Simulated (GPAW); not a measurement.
Runs of GPAW 26.7.0 on NiO. It takes space group Fm-3m (No. 225, cubic). Conventional cell: a = 4.172 Å, b = 4.172 Å, c = 4.172 Å, α = 90.00°, β = 90.00°, γ = 90.00°. Ni (site symmetry m-3m) has 6 O at 2.09 Å as nearest neighbours. O (site symmetry m-3m) is surrounded by 6 Ni at 2.09 Å. 

| task | level | potentials or basis | U | cell | k mesh | optimizer | fmax | max steps | convergence | eigensolver | gap on the mesh (eV) | pressure (GPa) | moment (μB) | relaxed volume (Å³/atom) |
| --- | --- | --- | --- | --- | --- | --- | --- | --- | --- | --- | --- | --- | --- | --- |
| relaxation of cell and atoms | PBEsol+D4 | PAW data sets generated in the run's folder for this functional, pw | - | relaxed | 9 × 9 × 9 | BFGS | 0.02 eV/Å | 60 | density=1e-05 forces=0.0001 | - | none | -0.1 | 1.06 | (c) |
| relaxation of cell and atoms | PBEsol+D3(BJ)+ATM | PAW data sets generated in the run's folder for this functional, pw | - | relaxed | 9 × 9 × 9 | BFGS | 0.02 eV/Å | 60 | density=1e-05 forces=0.0001 | - | none | 0.0 | (a) | 8.81 |
| relaxation of cell and atoms | PBEsol+D3(BJ) | PAW data sets generated in the run's folder for this functional, pw | - | relaxed | 9 × 9 × 9 | BFGS | 0.02 eV/Å | 60 | density=1e-05 forces=0.0001 | - | none | 0.0 | 1.06 | 8.78 |
| band structure | BLYP | PAW data sets generated in the run's folder for this functional, pw | - | as given | 8 × 8 × 8 | - | - | - | - | davidson | - | 17.4 | 1.77 | - |
| band structure | LDA+U | the program's PAW data sets (release 1.2.1) made for this functional, pw | Ni d U = 3.5 eV | as given | 8 × 8 × 8 | - | - | - | - | - | (d) | -5.7 | 2.00 | - |
| relaxation of cell and atoms | PBEsol | PAW data sets generated in the run's folder for this functional, pw | - | relaxed | 9 × 9 × 9 | BFGS | 0.02 eV/Å | 60 | density=1e-05 forces=0.0001 | - | none | -0.1 | (b) | 8.87 |
| relaxation of cell and atoms | PBEsol+D3 | PAW data sets generated in the run's folder for this functional, pw | - | relaxed | 9 × 9 × 9 | BFGS | 0.02 eV/Å | 60 | density=1e-05 forces=0.0001 | - | none | 0.0 | 1.06 | 8.79 |

Alike in all rows: spin collinear, ferromagnetic start; cutoff (eV) 800; smearing fermi-dirac 0.05 eV.

Q: Fill in the values left out.

A: (a) 1.07; (b) 1.09; (c) 8.77; (d) 0.71.

Caveats: the stock nickel data set gives pressures a few GPa off other programs; a cell with one magnetic atom can't hold antiferromagnetic order, which such compounds often take; semilocal functionals often make such compounds metallic where correlation or magnetic order opens a gap, which also shifts bond lengths (some runs); each step starts from the last one's moments, so a moment once lost doesn't come back (some runs); later steps reuse the first step's grids (some runs); pairwise dispersion overbinds metals, which lowers pressure and volume (some runs); so large a pressure means that the cell lies far from this level's equilibrium, or that cutoff or potentials fall short (some runs).

A gap of «none» marks a metal or a gap under the smearing width.

Runs at the PBE level aren't shown here.
